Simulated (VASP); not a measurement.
The system is Au.

```
Au
1.0
     0.00000    2.83943    2.83943
     2.83943    0.00000    2.83943
     2.83943    2.83943    0.00000
Au
2
Direct
  0.12500 0.12500 0.12500
  0.87500 0.87500 0.87500
```

The cell was built by a generator and needn't be a form met in nature.

```yaml
Program: VASP 6.6.1
Task: relaxation of cell and atoms
Functional: PBEsol
Potentials_or_basis: VASP PAW PBE potentials, release 64 (Au)
Cutoff: 600 eV
k_mesh: 10 × 10 × 10
Occupations: fermi-dirac, width 0.1 eV
Spin: no spin polarisation
```

At the start: pressure 20.1 GPa; volume 22.89 Å³/atom.

Problem. Where does the relaxation end?

Solution. Over 19 steps the energy falls by 228.6 meV/atom and the volume is 27.29 Å³/atom (+19.2 %); space group Fd-3m (No. 227, to 0.05 Å).

Step by step:
| step | energy change (eV) | largest force (eV/Å) | pressure (GPa) | volume (Å³) |
| --- | --- | --- | --- | --- |
| 1 | 0.0000 | 0.0000 | 20.13 | 45.78 |
| 2 | -0.0455 | 0.0000 | -7.85 | 67.62 |
| 3 | -0.4567 | 0.0000 | -0.46 | 54.96 |
| 4 | -0.4572 | 0.0000 | -0.13 | 54.70 |
| 5 | -0.4572 | 0.0000 | 0.11 | 54.52 |
| 6 | -0.4572 | 0.0000 | 0.11 | 54.52 |
| 7 | -0.4572 | 0.0000 | 0.11 | 54.52 |
| 8 | -0.4572 | 0.0000 | 0.10 | 54.52 |
| 9 | -0.4572 | 0.0000 | 0.10 | 54.52 |
| 10 | -0.4572 | 0.0000 | 0.10 | 54.52 |
| 11 | -0.4572 | 0.0000 | 0.10 | 54.52 |
| 12 | -0.4572 | 0.0000 | 0.10 | 54.52 |
| 13 | -0.4572 | 0.0000 | 0.10 | 54.52 |
| 14 | -0.4572 | 0.0000 | 0.10 | 54.52 |
| 15 | -0.4572 | 0.0000 | 0.10 | 54.52 |
| 16 | -0.4572 | 0.0000 | 0.09 | 54.53 |
| 17 | -0.4572 | 0.0000 | 0.08 | 54.53 |
| 18 | -0.4572 | 0.0000 | 0.06 | 54.55 |
| 19 | -0.4572 | 0.0000 | 0.04 | 54.58 |

Final structure:
```cif
data_structure
_symmetry_space_group_name_H-M 'P 1'
_symmetry_Int_Tables_number 1
_cell_length_a 4.2578
_cell_length_b 4.2578
_cell_length_c 4.2578
_cell_angle_alpha 60.000
_cell_angle_beta 60.000
_cell_angle_gamma 60.000
_cell_volume 54.58
loop_
_atom_site_label
_atom_site_type_symbol
_atom_site_fract_x
_atom_site_fract_y
_atom_site_fract_z
_atom_site_occupancy
Au1 Au 0.12500 0.12500 0.12500 1
Au2 Au 0.87500 0.87500 0.87500 1
```

Caveat: the volume moved by over 15 % at a fixed basis, so the end points are rough; the PAW data sets were made with another functional, which shifts forces and pressure a little.
